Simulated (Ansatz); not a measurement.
Method: DFT, r2SCAN, PAW with Ansatz's default frozen-core files, scalar-relativistic (Ansatz 0.2.0).

Fixed geometries (conventional cell, sites, source; prototypes and MP cells may be hypothetical) and settings:

CaF2: Fm-3m, a = 5.52 Å, b = 5.52 Å, c = 5.52 Å, α = 90.00°, β = 90.00°, γ = 90.00°; Ca 4a (0.000 0.000 0.000), F 8c (0.250 0.250 0.750); MP-relaxed cell mp-2741; 9×9×9 k mesh, smearing 0.03 eV, no spin
PbF2: Fm-3m, a = 5.92 Å, b = 5.92 Å, c = 5.92 Å, α = 90.00°, β = 90.00°, γ = 90.00°; Pb 4a (0.000 0.000 0.000), F 8c (0.250 0.250 0.750); MP-relaxed cell mp-315; 7×7×7 k mesh, smearing 0.02 eV, no spin
BaF2: Fm-3m, a = 6.23 Å, b = 6.23 Å, c = 6.23 Å, α = 90.00°, β = 90.00°, γ = 90.00°; Ba 4a (0.000 0.000 0.000), F 8c (0.250 0.750 0.750); MP-relaxed cell mp-1029; 8×8×8 k mesh, smearing 0.02 eV, no spin
CdF2: Fm-3m, a = 5.40 Å, b = 5.40 Å, c = 5.40 Å, α = 90.00°, β = 90.00°, γ = 90.00°; Cd 4a (0.000 0.000 0.000), F 8c (0.250 0.750 0.750); MP-relaxed cell mp-241; 8×8×8 k mesh, smearing 0.01 eV, no spin

Semilocal functionals give too small gaps and can close them; gaps under 0.4 eV may also close off the mesh.

No spin–orbit coupling, which matters for the heavy atoms here.

**Question.** Order by the Bader charge on F, lowest value first.
A. CaF2 (Fm-3m)
B. PbF2 (Fm-3m)
C. CdF2 (Fm-3m)
D. BaF2 (Fm-3m)

**Answer.** D (-0.86 e), A (-0.85 e), B (-0.81 e), C (-0.77 e).
